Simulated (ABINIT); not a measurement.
# BAs (Pm-3m) in ABINIT: convergence with k mesh

Aim: find how far k mesh must go before the results for BAs settle, at PBE. This setting moves, with any that are tied to it; all else stays.

Program: ABINIT 10.8.3 (patched build). These are calculated values, not measurements. Logs are shortened: lines on timing, memory, paths and dates and some standing lists are left out, and cuts for length are marked. The log counts tension as positive stress, the text compression.

## (1) The crystal as given

The structure is cubic, space group Pm-3m (No. 221). The conventional cell has a = 2.934 Å, b = 2.934 Å, c = 2.934 Å, α = 90.00°, β = 90.00°, γ = 90.00°. Around B (site symmetry m-3m) lie 8 As at 2.54 Å. As (site symmetry m-3m) is surrounded by 8 B at 2.54 Å.

The cell was built by a generator and needn't be a form met in nature.

## (2) With k mesh 2 × 2 × 2

File run.abi:

```
# Pseudopotentials
pp_dirpath "./"
pseudos "B.LDA_PW-JTH.xml, As.LDA_PW-JTH.xml"

# Structure
acell 2.93437 2.93437 2.93437 Angstrom
rprim
     1.0000000000     0.0000000000     0.0000000000
     0.0000000000     1.0000000000     0.0000000000
     0.0000000000     0.0000000000     1.0000000000
ntypat 2
znucl 5 33
natom 2
typat 1 2
xcart
     1.4671850000     1.4671850000     1.4671850000
     0.0000000000     0.0000000000     0.0000000000 Angstrom

# Plane-wave basis
ecut 15.0
pawecutdg 30.0
pawxcdev 0

# k points
kptopt 1
ngkpt 2 2 2
nshiftk 1
shiftk 0.0 0.0 0.0

# Exchange and correlation
ixc 11

# Bands and occupations
nband 13
occopt 7
tsmear 0.1 eV

# SCF cycle
nstep 100
tolvrs 1.0e-9

# Output
iomode 3
prtwf 0
prtden 0
prteig 0
prtebands 0
prtvol 2
```

Potentials or basis: JTH PAW LDA v2.0.

Launch:

```sh
$ abinit run.abi > log 2>&1
```

run.abo:

```text
.Version 10.8.3 of ABINIT
 Symmetries : space group Pm -3 m (#221); Bravais cP (primitive cubic)
================================================================================
 Values of the parameters that define the memory need of the present run
     intxc =       0    ionmov =       0      iscf =      17    lmnmax =      18
     lnmax =       6     mgfft =      20  mpssoang =       3    mqgrid =    3001
     natom =       2  nloc_mem =       2    nspden =       1   nspinor =       1
    nsppol =       1      nsym =      48    n1xccc =       1    ntypat =       2
    occopt =       7   xclevel =       2
       mpw =         241          nfft =        8000          nkpt =           4
 PAW method is used; the additional fine FFT grid is defined by:
   mgfftf=        30    nfftf =     27000
================================================================================
================================================================================

--------------------------------------------------------------------------------
------------- Echo of variables that govern the present computation ------------
--------------------------------------------------------------------------------
 -outvars: echo values of preprocessed input variables --------
            acell      5.5451556521E+00  5.5451556521E+00  5.5451556521E+00 Bohr
              amu      1.08110000E+01  7.49215900E+01
             ecut      1.50000000E+01 Hartree
              ixc          11
         kptrlatt        2    0    0      0    2    0      0    0    2
          kptrlen      1.10903113E+01
            natom           2
            nband          13
            ngfft          20      20      20
          ngfftdg          30      30      30
             nkpt           4
            nstep         100
             nsym          48
           ntypat           2
           occopt           7
        pawecutdg      3.00000000E+01 Hartree
         pawxcdev           0
           prtden           0
        prtebands           0
           prteig           0
           prtvol           2
            prtwf           0
          spgroup         221
           tolvrs      1.00000000E-09
           tsmear      3.67493222E-03 Hartree
            typat      1  2
           useylm           1
           xangst      1.4671850000E+00  1.4671850000E+00  1.4671850000E+00
                       0.0000000000E+00  0.0000000000E+00  0.0000000000E+00
            xcart      2.7725778260E+00  2.7725778260E+00  2.7725778260E+00
                       0.0000000000E+00  0.0000000000E+00  0.0000000000E+00
             xred      5.0000000000E-01  5.0000000000E-01  5.0000000000E-01
                       0.0000000000E+00  0.0000000000E+00  0.0000000000E+00
            znucl        5.00000   33.00000

================================================================================

 chkinp: Checking input parameters for consistency.

================================================================================
[... 155 lines left out ...]
 kpt#   1, nband= 13, wtk=  0.12500, kpt=  0.0000  0.0000  0.0000 (reduced coord)
  -1.04161   -1.04161   -1.03972   -1.03972   -1.03972   -0.27129    0.27955    0.27955
   0.27955    0.30323    0.51771    0.51771    0.65466
      occupation numbers for kpt#   1
   2.00000    2.00000    2.00000    2.00000    2.00000    2.00000    2.00000    2.00000
   2.00000    2.00000    0.00000    0.00000    0.00000
 kpt#   2, nband= 13, wtk=  0.37500, kpt=  0.5000  0.0000  0.0000 (reduced coord)
  -1.04155   -1.04016   -1.04016   -1.04012   -1.03968   -0.16540   -0.05642    0.42228
   0.42228    0.42300    0.42300    0.43873    0.47809
      occupation numbers for kpt#   2
   2.00000    2.00000    2.00000    2.00000    2.00000    2.00000    2.00000    0.20824
   0.20824    0.12509    0.12509    0.00000    0.00000
 kpt#   3, nband= 13, wtk=  0.37500, kpt=  0.5000  0.5000  0.0000 (reduced coord)
  -1.04081   -1.04071   -1.04010   -1.04010   -1.03929   -0.05935    0.06009    0.06009
   0.11639    0.47096    0.49040    0.57591    0.57591
      occupation numbers for kpt#   3
   2.00000    2.00000    2.00000    2.00000    2.00000    2.00000    2.00000    2.00000
   2.00000    0.00000    0.00000    0.00000    0.00000
 kpt#   4, nband= 13, wtk=  0.12500, kpt=  0.5000  0.5000  0.5000 (reduced coord)
  -1.04064   -1.04064   -1.04064   -1.03927   -1.03927    0.03193    0.19261    0.19261
   0.19261    0.22451    0.24363    0.24363    0.24363
      occupation numbers for kpt#   4
   2.00000    2.00000    2.00000    2.00000    2.00000    2.00000    2.00000    2.00000
   2.00000    2.00000    2.00000    2.00000    2.00000
 Total charge density [el/Bohr^3]
)     Maximum=    3.8941E+00  at reduced coord.    0.0000    0.0000    0.0000
)Next maximum=    3.7153E+00  at reduced coord.    0.0000    0.0000    0.9667
)     Minimum=    2.2292E-02  at reduced coord.    0.5000    0.5000    0.0000
)Next minimum=    2.2292E-02  at reduced coord.    0.5000    0.0000    0.5000
   Integrated=    1.8000E+01

--- !EnergyTerms
iteration_state     : {dtset: 1, }
comment             : Components of total free energy in Hartree
kinetic             :  5.35729366262050E+00
hartree             :  3.10710085230855E+01
xc                  : -3.23339359963151E+00
Ewald energy        : -6.63734161569361E+01
psp_core            :  2.76159147645678E+00
local_psp           : -8.57759270867732E+01
PAW spherical_terms : -5.43559599802397E-01
internal            : -1.16736402780980E+02
'-kT*entropy'       : -1.18411310988178E-03
total_energy        : -1.16737586894090E+02
total_energy_eV     : -3.17659156639886E+03
...

--- !EnergyTermsDC
iteration_state     : {dtset: 1, }
comment             : '"Double-counting" decomposition of free energy'
band_energy         : -9.72159420864283E+00
Ewald energy        : -6.63734161569361E+01
psp_core            :  2.76159147645678E+00
xc_dc               : -3.01736831163788E+01
PAW spherical_terms : -1.32293029453316E+01
internal            : -1.16736404950833E+02
'-kT*entropy'       : -1.18411310988178E-03
total_energy_dc     : -1.16737589063943E+02
total_energy_dc_eV  : -3.17659162544355E+03
...

--- !EnergyTermsWithPAWCore
iteration_state     : {dtset: 1, }
comment             : 'Components of total free energy, including PAW core contributions'
Total energy        : -2.28572632336596E+03
Total energy DC     : -2.28572632553582E+03
Total energy (eV)   : -6.21977818377173E+04
Total energy DC (eV): -6.21977818967620E+04
...

 Cartesian components of stress tensor (hartree/bohr^3)
  sigma(1 1)=  2.03071677E-04  sigma(3 2)=  0.00000000E+00
  sigma(2 2)=  2.03071677E-04  sigma(3 1)=  0.00000000E+00
  sigma(3 3)=  2.03071677E-04  sigma(2 1)=  0.00000000E+00

-Cartesian components of stress tensor (GPa)         [Pressure= -5.9746E+00 GPa]
- sigma(1 1)=  5.97457501E+00  sigma(3 2)=  0.00000000E+00
- sigma(2 2)=  5.97457501E+00  sigma(3 1)=  0.00000000E+00
- sigma(3 3)=  5.97457501E+00  sigma(2 1)=  0.00000000E+00

== END DATASET(S) ==============================================================
================================================================================

 -outvars: echo values of variables after computation  --------
            acell      5.5451556521E+00  5.5451556521E+00  5.5451556521E+00 Bohr
           etotal     -1.1673758906E+02
            fcart     -0.0000000000E+00 -0.0000000000E+00 -0.0000000000E+00
                      -0.0000000000E+00 -0.0000000000E+00 -0.0000000000E+00
           strten      2.0307167705E-04  2.0307167705E-04  2.0307167705E-04
                       0.0000000000E+00  0.0000000000E+00  0.0000000000E+00
           xangst      1.4671850000E+00  1.4671850000E+00  1.4671850000E+00
                       0.0000000000E+00  0.0000000000E+00  0.0000000000E+00
             xred      5.0000000000E-01  5.0000000000E-01  5.0000000000E-01
                       0.0000000000E+00  0.0000000000E+00  0.0000000000E+00
 Calculation completed.
```

Wall time 3.3 s (1 thread of Arm Neoverse V2, shared host); peak memory 0.07 GiB.

Results:

- Free energy: -3176.5916 eV
- Pressure: -6.0 GPa
- Band gap on the k mesh: none (metal or under the smearing width)
- Valence electrons inside the program's atomic spheres: B 1.49; As 12.50

## (3) With k mesh 3 × 3 × 3

Changes to run.abi since step 2:

```diff
@@ -25,3 +25,3 @@
 kptopt 1
-ngkpt 2 2 2
+ngkpt 3 3 3
 nshiftk 1
```

Potentials or basis: JTH PAW LDA v2.0.

Launch:

```sh
$ abinit run.abi > log 2>&1
```

Wall time 3.2 s (1 thread of Arm Neoverse V2, shared host); peak memory 0.08 GiB.

It converged, with:

| Quantity | Value |
| --- | --- |
| Free energy | -3175.8094 eV |
| Pressure | 9.1 GPa |
| Band gap on the k mesh | none (metal or under the smearing width) |
| Valence electrons inside the program's atomic spheres | B 1.49; As 12.55 |

## (4) With k mesh 4 × 4 × 4

Changes to run.abi since step 3:

```diff
@@ -25,3 +25,3 @@
 kptopt 1
-ngkpt 3 3 3
+ngkpt 4 4 4
 nshiftk 1
```

Launch:

```sh
$ abinit run.abi > log 2>&1
```

Wall time 3.9 s (1 thread of Arm Neoverse V2, shared host); peak memory 0.08 GiB.

Results (log left out):

```
Free energy                                           : -3176.1427 eV
Pressure                                              : -3.5 GPa
Band gap on the k mesh                                : none (metal or under the smearing width)
Valence electrons inside the program's atomic spheres : B 1.45; As 12.52
```

## (5) With k mesh 5 × 5 × 5

Changes to run.abi since step 4:

```diff
@@ -25,3 +25,3 @@
 kptopt 1
-ngkpt 4 4 4
+ngkpt 5 5 5
 nshiftk 1
```

Launch:

```sh
$ abinit run.abi > log 2>&1
```

It took 4 s on 1 thread of Arm Neoverse V2, shared host; peak memory 0.08 GiB.

Results (log left out):

```
Free energy                                           : -3175.9687 eV
Pressure                                              : -3.3 GPa
Band gap on the k mesh                                : none (metal or under the smearing width)
Valence electrons inside the program's atomic spheres : B 1.43; As 12.55
```

## (6) With k mesh 7 × 7 × 7

Changes to run.abi since step 5:

```diff
@@ -25,3 +25,3 @@
 kptopt 1
-ngkpt 5 5 5
+ngkpt 7 7 7
 nshiftk 1
@@ -47,2 +47 @@
 prtebands 0
-prtvol 2
```

Potentials or basis: JTH PAW LDA v2.0.

Launch:

```sh
$ abinit run.abi > log 2>&1
```

Wall time 4.9 s (1 thread of Arm Neoverse V2, shared host); peak memory 0.08 GiB.

Results (log left out):

* Free energy: -3176.0498 eV
* Pressure: -1.0 GPa
* Band gap on the k mesh: none (metal or under the smearing width)
* Valence electrons inside the program's atomic spheres: B 1.44; As 12.54

## (7) With k mesh 8 × 8 × 8

Changes to run.abi since step 6:

```diff
@@ -25,3 +25,3 @@
 kptopt 1
-ngkpt 7 7 7
+ngkpt 8 8 8
 nshiftk 1
```

Launch:

```sh
$ abinit run.abi > log 2>&1
```

Run time: 6.4 s. Hardware: 1 thread of Arm Neoverse V2, shared host; peak memory 0.08 GiB.

It converged, with:

```yaml
Free_energy: -3175.9495 eV
Pressure: -0.5 GPa
Band_gap_on_the_k_mesh: none (metal or under the smearing width)
Valence_electrons_inside_the_program's_atomic_spheres: B 1.44; As 12.54
```

## (8) With k mesh 9 × 9 × 9

Changes to run.abi since step 7:

```diff
@@ -25,3 +25,3 @@
 kptopt 1
-ngkpt 8 8 8
+ngkpt 9 9 9
 nshiftk 1
```

Launch:

```sh
$ abinit run.abi > log 2>&1
```

Wall time 7 s (1 thread of Arm Neoverse V2, shared host); peak memory 0.08 GiB.

The run converged. Its results:

| Property | Result |
| --- | --- |
| Free energy | -3176.0047 eV |
| Pressure | 0.2 GPa |
| Band gap on the k mesh | none (metal or under the smearing width) |
| Valence electrons inside the program's atomic spheres | B 1.45; As 12.54 |

## (9) With k mesh 11 × 11 × 11

Changes to run.abi since step 8:

```diff
@@ -25,3 +25,3 @@
 kptopt 1
-ngkpt 9 9 9
+ngkpt 11 11 11
 nshiftk 1
```

Potentials or basis: JTH PAW LDA v2.0.

Launch:

```sh
$ abinit run.abi > log 2>&1
```

Run time: 9 s. Hardware: 1 thread of Arm Neoverse V2, shared host; peak memory 0.09 GiB.

It converged, with:

```yaml
Free_energy: -3175.9871 eV
Pressure: 0.1 GPa
Band_gap_on_the_k_mesh: none (metal or under the smearing width)
Valence_electrons_inside_the_program's_atomic_spheres: B 1.45; As 12.55
```

## (10) With k mesh 14 × 14 × 14

Changes to run.abi since step 9:

```diff
@@ -25,3 +25,3 @@
 kptopt 1
-ngkpt 11 11 11
+ngkpt 14 14 14
 nshiftk 1
```

Launch:

```sh
$ abinit run.abi > log 2>&1
```

It took 17 s on 1 thread of Arm Neoverse V2, shared host; peak memory 0.1 GiB.

Results (log left out):

```yaml
Free_energy: -3176.0070 eV
Pressure: 0.4 GPa
Band_gap_on_the_k_mesh: none (metal or under the smearing width)
Valence_electrons_inside_the_program's_atomic_spheres: B 1.45; As 12.55
```

## (11) The series at a glance

| k mesh | energy less the tightest run, at zero smearing (meV/atom) | pressure (GPa) | SCF cycles | CPU time (s) | peak memory (GiB) |
| --- | --- | --- | --- | --- | --- |
| 2 × 2 × 2 | -285.44 | -5.97 | 12 | 3.2 | 0.07 |
| 3 × 3 × 3 | 102.63 | 9.09 | 11 | 3.2 | 0.08 |
| 4 × 4 × 4 | -68.01 | -3.49 | 11 | 3.8 | 0.08 |
| 5 × 5 × 5 | 18.58 | -3.26 | 11 | 4 | 0.08 |
| 7 × 7 × 7 | -21.09 | -0.97 | 10 | 4.8 | 0.08 |
| 8 × 8 × 8 | 29.27 | -0.54 | 10 | 6.4 | 0.08 |
| 9 × 9 × 9 | 1.66 | 0.17 | 11 | 7 | 0.08 |
| 11 × 11 × 11 | 10.26 | 0.09 | 10 | 8.9 | 0.09 |
| 14 × 14 × 14 | 0.00 | 0.44 | 11 | 17 | 0.1 |

Not settled before the last step: the energy (to 1 meV/atom), the pressure (to 0.1 GPa). Meshes of other sizes hit other points, so gaps and Fermi surfaces needn't settle smoothly. The tightest run that finished is the yardstick and may itself not be fully converged.

Caveats: the highest band is partly filled, so the run has too few bands; the PAW data sets were made with another functional, which shifts forces and pressure a little.
